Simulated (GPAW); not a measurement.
Crystal: BP.

```xyz
2
Lattice="0.0000 2.2690 2.2690 2.2690 0.0000 2.2690 2.2690 2.2690 0.0000" Properties=species:S:1:pos:R:3 pbc="T T T"
P     3.4035    3.4035    3.4035
B     0.0000    0.0000    0.0000
```

```yaml
Program: GPAW 26.7.0
Task: single point
Functional: PBEsol
Potentials_or_basis: PAW data sets generated in the run's folder for this functional
Cutoff: 800 eV
Basis: pw
k_mesh: 10 × 10 × 10
Occupations: fermi-dirac, width 0.05 eV
Spin: no spin polarisation
```

On this cell: pressure -1.7 GPa; largest force zero by symmetry; band gap on the k mesh 1.14 eV, indirect (least direct gap 3.36 eV).

The same run follows on a disturbed copy (atoms moved at random, drawn with an rms of 0.05 Å):

```xyz
2
Lattice="0.0000 2.2690 2.2690 2.2690 0.0000 2.2690 2.2690 2.2690 0.0000" Properties=species:S:1:pos:R:3 pbc="T T T"
P     3.4011    3.3991    3.4266
B     0.0149   -0.0276   -0.0015
```

Q: What changes?

A: The energy moves by +6.6 meV/atom; pressure -1.6 GPa; largest force 0.679 eV/Å; band gap on the k mesh 0.79 eV, indirect (least direct gap 2.81 eV).

Forces on the atoms (eV/Å):
```
P    0.298 -0.417 -0.446
B   -0.298  0.417  0.446
```

Stress tensor (GPa, compression positive):
```
-1.59  1.21  1.12
 1.21 -1.62 -0.79
 1.12 -0.79 -1.63
```

A k mesh can miss the band edges.
